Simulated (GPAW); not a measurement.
Crystal: Y.

```
Y
1.0
     0.00000    2.55199    2.55199
     2.55199    0.00000    2.55199
     2.55199    2.55199    0.00000
Y
1
Direct
  0.00000 0.00000 0.00000
```

This isn't the form of Y at room conditions, which is hcp.

Base run:

| Item | Value |
| --- | --- |
| Program | GPAW 26.7.0 |
| Functional | LDA |
| Potentials or basis | the program's PAW data sets (release 1.2.1) made for this functional |
| Cutoff | 600 eV |
| Basis | pw |
| k mesh | 9 × 9 × 9 |
| Occupations | gaussian, width 0.1 eV |
| Spin | no spin polarisation |

Its results: band gap on the k mesh none (metal or under the smearing width); pressure -4.5 GPa.

Task: The run is repeated on the same cell with these changes: functional from LDA to RPBE; occupations from gaussian, width 0.1 eV to gaussian, width 0.02 eV. What comes out?

Result: Band gap on the k mesh none (metal or under the smearing width); pressure 0.7 GPa.
